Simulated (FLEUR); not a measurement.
## MgSe under changes of volume

One of the cells (20.246 Å³/atom); the others are scaled copies at fixed shape and fractional positions:

```
Se Mg
1.0
     0.00000    2.72550    2.72550
     2.72550    0.00000    2.72550
     2.72550    2.72550    0.00000
Se Mg
1 1
Direct
  0.50000 0.50000 0.50000
  0.00000 0.00000 0.00000
```

- Program: FLEUR MaX-R8.1 (later development tree)
- Functional: PBEsol
- Potentials or basis: all-electron
- Basis: FLAPW
- Kmax: 4.52 1/bohr
- k mesh: 8 × 8 × 8
- Occupations: fermi-dirac, width 0.05 eV
- Spin: no spin polarisation

```csv
volume (Å³/atom),energy over the lowest point (meV/atom),gap on the mesh (eV)
19.031,15.91,1.87
19.436,6.72,1.84
19.841,1.55,1.81
20.246,0.00,1.77
20.651,1.71,1.74
21.056,?,?
21.461,13.70,1.68
```

**Question.** What does the run at 21.056 Å³/atom give?

**Answer.** Energy over the lowest point 6.37 meV/atom; gap on the mesh 1.71 eV.

Worked out: A Birch-Murnaghan fit of order 3 (a polynomial in V^(-2/3)) to the other rows has its minimum at 20.23 Å³/atom with B0 = V·E''(V) = 65 GPa and B' = 4.1. It gives 6.37 meV/atom at 21.056 Å³/atom, against the run's 6.37. A straight line through the other rows of the gap, of slope -1.61 eV per unit of ln V, gives 1.71 eV, against the run's 1.71.

Energies are extrapolated to zero smearing.

A mesh can miss the band edges. Spin-orbit coupling on Se is left out.
